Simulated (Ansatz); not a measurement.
B (alpha)

Computed with Ansatz (plane waves, PAW, 420 eV cutoff): PBE, scalar-relativistic, no spin polarisation, Γ-centred 8×8×8 mesh, 0.05 eV Gaussian smearing; PAW files: Ansatz's generated set soft_2.

```cif
data_structure
_symmetry_space_group_name_H-M 'P 1'
_symmetry_Int_Tables_number 1
_cell_length_a 5.0486
_cell_length_b 5.0486
_cell_length_c 5.0486
_cell_angle_alpha 58.047
_cell_angle_beta 58.047
_cell_angle_gamma 58.047
_cell_volume 86.91
loop_
_atom_site_label
_atom_site_type_symbol
_atom_site_fract_x
_atom_site_fract_y
_atom_site_fract_z
_atom_site_occupancy
B1 B 0.01028 0.65407 0.01028 1
B2 B 0.01028 0.01028 0.65407 1
B3 B 0.65407 0.01028 0.01028 1
B4 B 0.98972 0.34593 0.98972 1
B5 B 0.98972 0.98972 0.34593 1
B6 B 0.34593 0.98972 0.98972 1
B7 B 0.22103 0.63061 0.22103 1
B8 B 0.22103 0.22103 0.63061 1
B9 B 0.63061 0.22103 0.22103 1
B10 B 0.77897 0.36939 0.77897 1
B11 B 0.77897 0.77897 0.36939 1
B12 B 0.36939 0.77897 0.77897 1
```

Q: Which orbitals make up the states within about 0.6 eV of each band edge?

A: Valence edge: B 2p 99 %. Conduction edge: B 2p 82 %, B 2s 18 %. Shares are among the projected shells; the gap is 1.47 eV.

Density of states (tetrahedra, averaged over 0.4 eV; states/eV per cell of 12 atoms; energy in eV from the Fermi level; projections on Löwdin-orthogonalised atomic orbitals, summed over sites):

```csv
E,total,B 2p,B 2s
-6.45,3.2,2.6,0.5
-6.05,3.6,3.2,0.4
-5.65,1.7,1.5,0.2
-5.25,1.6,1.4,0.2
-4.85,3.8,3.3,0.4
-4.45,4.7,4.3,0.4
-4.05,4.7,4.2,0.5
-3.65,3.9,3.5,0.3
-3.25,5.0,4.5,0.5
-2.85,4.6,4.2,0.4
-2.45,5.0,4.7,0.3
-2.05,2.2,2.0,0.2
-1.65,1.6,1.5,0.1
-1.25,0.4,0.4,0.0
-0.85,0.1,0.0,0.0
-0.45,0.0,0.0,0.0
-0.05,0.0,0.0,0.0
0.35,0.0,0.0,0.0
0.75,0.8,0.6,0.1
1.15,2.8,2.3,0.5
1.55,1.4,1.1,0.2
1.95,1.4,1.1,0.3
2.35,4.0,2.9,0.9
2.75,2.7,2.1,0.5
3.15,3.1,2.3,0.6
3.55,2.4,1.8,0.5
3.95,2.5,1.8,0.6
```

Semilocal functionals underestimate band gaps, commonly by a third or more.
